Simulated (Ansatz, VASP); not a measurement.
## One calculation of Ca, two programs

INCAR

```
ALGO = Normal
EDIFF = 1E-7
ENCUT = 520
GGA = PE
ISIF = 2
ISMEAR = -1
LASPH = True
LCHARG = True
LELF = True
LREAL = False
LVHAR = True
LWAVE = False
NBANDS = 17
NELM = 100
PREC = Accurate
SIGMA = 0.05
```

Contents of KPOINTS:

```
k-points
0
Gamma
  8 8 4
```

Contents of POSCAR:

```
Ca
1.0
    1.9712759950     -3.3954901800      0.0000000000
    1.9712759950      3.3954901800      0.0000000000
    0.0000000000      0.0000000000      6.5091117400
Ca
2
Direct
    0.1607990000      0.8473820000      0.7475550000
    0.8355430000      0.1700960000      0.2539290000
```

File input.yaml:

```yaml
crystal:
  lattice:
    - [1.971275995, -3.39549018, 0.0]
    - [1.971275995, 3.39549018, 0.0]
    - [0.0, 0.0, 6.50911174]
  atoms:
    - { symbol: Ca, position: [0.160799, 0.847382, 0.747555] }
    - { symbol: Ca, position: [0.835543, 0.170096, 0.253929] }
hamiltonian:
  xc: pbe
  pseudopotentials: { kind: paw }
kpoints:
  mp_grid: { grid: [8, 8, 4] }
scf:
  occupations: { method: fermi_dirac, width: 0.05 }
output:
  forces: true
  stress: true
  eigenvalues: true
  write_density: true
  write_potential: true
  elf: true
  volumetric_format: npy
```

Change from the starting cell: atoms moved at random, drawn with an rms of 0.05 Å.

Alike in both runs: task single point; functional PBE; k mesh 8 × 8 × 4; occupations fermi-dirac, width 0.05 eV; no spin polarisation.

```csv
,VASP,Ansatz
version,VASP 6.6.1,Ansatz 0.2.0
potentials or method,"VASP PAW PBE potentials, release 64 (Ca_sv)",Ansatz PAW
plane-wave cutoff (eV),520,420
valence electrons in the cell,20,20
```

VASP gave:

```
gap on the k mesh at the Fermi level (eV)       : none
pressure (GPa)                                  : -0.4
largest component of the traceless stress (GPa) : 0.20
rms of the force components (eV/Å)              : 0.039
```

Q: Which values does Ansatz return?

A: gap on the k mesh at the Fermi level (eV): none; pressure (GPa): -0.5; largest component of the traceless stress (GPa): 0.20; rms of the force components (eV/Å): 0.038.

Atom by atom the forces differ by 0.000 eV/Å (rms over components). A gap of «none» marks a metal or a gap that the smearing closes. With one functional, cell and mesh, what is left measures potentials, basis and numerics.
